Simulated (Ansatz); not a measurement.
## Response of Cr to small distortions

```
Cr
1.0
    -1.44195    1.44195    1.44195
     1.44195   -1.44195    1.44195
     1.44195    1.44195   -1.44195
Cr
1
Direct
  0.00000 0.00000 0.00000
```

The cell comes from COD entry 5000220, which wasn't checked; take it as a given geometry.

All numbers below come from Ansatz 0.2.0, DFT, PBE, PAW with Ansatz's default frozen-core files, scalar-relativistic.

The runs use a Γ-centred 18×18×18 k mesh, Fermi–Dirac smearing of 0.08 eV, cutoff 420 eV, spin-polarised from start moments Cr 3 μB (the moments died away, and the run ended non-magnetic).

The unchanged cell is at -8.79 GPa, so energy changes include a term −P ΔV where the volume moves.

In a metal, stresses and small energies carry noise from the k mesh.

x, y and z are the Cartesian axes of the cell as listed; fractional coordinates follow a strain, and an engineering shear is twice the off-diagonal strain component.

One change gave: energy change +3.9 meV/atom; stress change (xx, yy, zz, yz, xz, xy) 0.17, 0.17, 0.17, 1.85, 1.85, 1.85 GPa, compression positive. Which change was it?
A. equal xy, yz and zx engineering shear strains of -2 %
B. equal xy, yz and zx engineering shear strains of +3 %
C. equal xy, yz and zx engineering shear strains of -1 %
D. x and y strained by +1 %, z held
E. x and y strained by -2 %, z held
F. equal xy, yz and zx engineering shear strains of +1 %
G. equal xy, yz and zx engineering shear strains of -3 %
H. equal xy, yz and zx engineering shear strains of +2 %

A. For x and y strained by +1 %, z held: energy change +17.2 meV/atom; stress change (xx, yy, zz, yz, xz, xy) -5.16, -5.16, -2.18, 0.00, 0.00, 0.00 GPa, compression positive. For x and y strained by -2 %, z held: energy change -8.9 meV/atom; stress change (xx, yy, zz, yz, xz, xy) 12.02, 12.02, 5.22, 0.00, 0.00, 0.00 GPa, compression positive. For equal xy, yz and zx engineering shear strains of -3 %: energy change +9.0 meV/atom; stress change (xx, yy, zz, yz, xz, xy) 0.39, 0.39, 0.39, 2.88, 2.88, 2.88 GPa, compression positive. For equal xy, yz and zx engineering shear strains of -1 %: energy change +0.9 meV/atom; stress change (xx, yy, zz, yz, xz, xy) 0.04, 0.04, 0.04, 0.90, 0.90, 0.90 GPa, compression positive. For equal xy, yz and zx engineering shear strains of +2 %: energy change +3.6 meV/atom; stress change (xx, yy, zz, yz, xz, xy) 0.16, 0.16, 0.16, -1.71, -1.71, -1.71 GPa, compression positive. For equal xy, yz and zx engineering shear strains of +1 %: energy change +0.9 meV/atom; stress change (xx, yy, zz, yz, xz, xy) 0.04, 0.04, 0.04, -0.86, -0.86, -0.86 GPa, compression positive. For equal xy, yz and zx engineering shear strains of +3 %: energy change +8.1 meV/atom; stress change (xx, yy, zz, yz, xz, xy) 0.37, 0.37, 0.37, -2.54, -2.54, -2.54 GPa, compression positive.
